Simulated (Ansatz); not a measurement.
Level of theory: DFT PBE, scalar-relativistic, plane waves, PAW in Ansatz 0.2.0. All cells share a 420 eV cutoff and Γ-centred k meshes spaced at most about 0.3 Å⁻¹ (about 0.25 or finer for metals, 2π included). No spin polarisation.

Temperature and zero-point effects are left out.

Question: Order these relaxed structures of Al₂As₅ by energy, lowest first, with the energy over the lowest of them.
A.

```xyz
7
Lattice="4.3882 -3.8611 0.0000 4.3882 3.8611 0.0000 -1.1352 0.0000 5.0090" Properties=species:S:1:pos:R:3 pbc="T T T"
Al    1.4854    0.0000    2.0629
Al    6.1558    0.0000    2.9460
As    0.0000    0.0000    0.0000
As    4.6341   -2.0561    3.4242
As    3.0071   -2.0561    1.5848
As    3.0071    2.0561    1.5848
As    4.6341    2.0561    3.4242
```

B.

```xyz
14
Lattice="3.9646 0.0000 0.0000 -1.9823 3.4334 0.0000 0.0000 0.0000 23.7161" Properties=species:S:1:pos:R:3 pbc="T T T"
Al    0.0000    0.0000   10.0667
Al    1.9823    1.1445    6.7192
Al    0.0000    2.2890    3.3684
Al    0.0000    0.0000    0.0175
As    0.0000    2.2890   10.9840
As    0.0000    0.0000    7.5600
As    1.9823    1.1445    4.2104
As    0.0000    2.2890    0.8571
As    0.0000    0.0000   21.2050
As    0.0000    2.2890   19.9966
As    0.0000    2.2890   16.4448
As    1.9823    1.1445   17.7098
As    1.9823    1.1445   13.1493
As    0.0000    0.0000   14.4067
```

Answer: B (0 meV/atom), A (185 meV/atom). Forms: B P3m1; A C2/m. Counting As atoms around Al (those within 1.25 times the shortest such distance or 1.15 times the sum of covalent radii): B has Al 4; A has Al 5. B holds As–As nets (shortest 2.59 Å); A holds As–As pairs (shortest 2.46 Å). Both come from invented guesses.

No dispersion correction is applied, so the spacing and binding between layers, chains or molecules are poorly described (P3m1), and this can change margins and order among such cells. In C2/m an odd number of electrons in the primitive cell allows no gap without spin; a larger cell or a magnetic state could open one. Cells relaxed within their symmetry can be saddle points. Some candidate types were left out of the draw beforehand, so a known form may be missing.
